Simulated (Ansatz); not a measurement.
The system is HfO2.

```
Hf O
1.0
     5.21946    0.00000    0.00000
     0.00000    5.00476    0.00000
     0.00000    0.00000    5.03269
Hf O
4 8
Direct
  0.96699 0.73252 0.74144
  0.53301 0.73252 0.24144
  0.46699 0.26748 0.74144
  0.03301 0.26748 0.24144
  0.63213 0.92865 0.87927
  0.86787 0.92865 0.37927
  0.23395 0.53988 0.49229
  0.26605 0.53988 0.99229
  0.76605 0.46012 0.99229
  0.73395 0.46012 0.49229
  0.13213 0.07135 0.87927
  0.36787 0.07135 0.37927
```

Measurements of this composition are mostly on another form, of space group No. 14.

```yaml
Program: Ansatz 0.2.0
Task: relaxation of cell and atoms
Functional: PBEsol
Potentials_or_basis: Ansatz PAW
Cutoff: "420 eV (not typed: the program's choice for these potentials)"
k_mesh: 4 × 5 × 4
Occupations: fermi-dirac, width 0.05 eV
Spin: no spin polarisation
Hubbard_terms: Hf d U = 4 eV
```

At the start: volume 10.96 Å³/atom.

**Question.** How do energy, volume and symmetry change on relaxing?

**Answer.** It ends after 9 steps and the volume is 11.30 Å³/atom (+3.2 %); space group Pca2_1 (No. 29, to 0.05 Å).

Step by step:
| step | energy change (eV) | largest force (eV/Å) | volume (Å³) |
| --- | --- | --- | --- |
| 1 | 0.0000 | 0.1992 | 131.46 |
| 2 | -0.0653 | 0.1411 | 136.12 |
| 3 | -0.0746 | 0.1140 | 135.48 |
| 4 | -0.0775 | 0.0614 | 135.29 |
| 5 | -0.0779 | 0.0191 | 135.48 |
| 6 | -0.0782 | 0.0066 | 135.45 |
| 7 | -0.1031 | 0.0053 | 135.45 |
| 8 | -0.1024 | 0.0007 | 135.63 |
| 9 | -0.1034 | 0.0008 | 135.63 |

Final structure:
```cif
data_structure
_symmetry_space_group_name_H-M 'P 1'
_symmetry_Int_Tables_number 1
_cell_length_a 5.2600
_cell_length_b 5.0672
_cell_length_c 5.0886
_cell_angle_alpha 90.000
_cell_angle_beta 90.000
_cell_angle_gamma 90.000
_cell_volume 135.63
loop_
_atom_site_label
_atom_site_type_symbol
_atom_site_fract_x
_atom_site_fract_y
_atom_site_fract_z
_atom_site_occupancy
Hf1 Hf 0.96754 0.73342 0.73878 1
Hf2 Hf 0.53246 0.73342 0.23878 1
Hf3 Hf 0.46754 0.26658 0.73878 1
Hf4 Hf 0.03246 0.26658 0.23878 1
O1 O 0.63590 0.93062 0.88366 1
O2 O 0.86410 0.93062 0.38366 1
O3 O 0.23487 0.53773 0.49056 1
O4 O 0.26513 0.53773 0.99056 1
O5 O 0.76513 0.46227 0.99056 1
O6 O 0.73487 0.46227 0.49056 1
O7 O 0.13590 0.06938 0.88366 1
O8 O 0.36410 0.06938 0.38366 1
```

Caveat: the plane-wave basis is chosen anew once the cell has moved, so the energies of steps on either side of that aren't comparable; the pressure holds a Pulay correction of +0.9 GPa for the finite cutoff; the PAW data sets come from PBE, with cores solved anew for the run's functional, which leaves a small shift of forces and pressure.
